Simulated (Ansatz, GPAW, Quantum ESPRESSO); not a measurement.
**One calculation of Zr, 4 ways**

```
Zr
1.0
     3.23200    0.00000    0.00000
    -1.61600    2.79899    0.00000
     0.00000    0.00000    5.14700
Zr
2
Direct
  0.66667 0.33333 0.75000
  0.33333 0.66667 0.25000
```

Alike in all runs: task band structure; functional LDA; k mesh 9 × 9 × 5; occupations fermi-dirac, width 0.05 eV; no spin polarisation; no spin-orbit coupling. LDA stands for any of its common fits. Pressure is positive in compression and, in plane waves, holds the error of the finite cutoff, which Ansatz's Pulay term estimates and takes out.

```tsv
program and potentials	plane-wave cutoff (eV)	notes	pressure (GPa)
Ansatz, Ansatz PAW	420	potentials made for PBE, which Ansatz adapts in part	-6.09
GPAW, the program's PAW data sets (release 1.2.1) made for this functional	600	-	-6.45
Quantum ESPRESSO, PseudoDojo 0.4.1 SR LDA standard	952	-	?
Ansatz, all-electron LAPW, scalar-relativistic	-	-	-6.06
```

Q: Estimate from the other rows what the run with Quantum ESPRESSO, PseudoDojo 0.4.1 SR LDA standard gave.

A: Pressure -5.97 GPa. The other rows, which needn't bracket it: pressure -6.45 to -6.06.
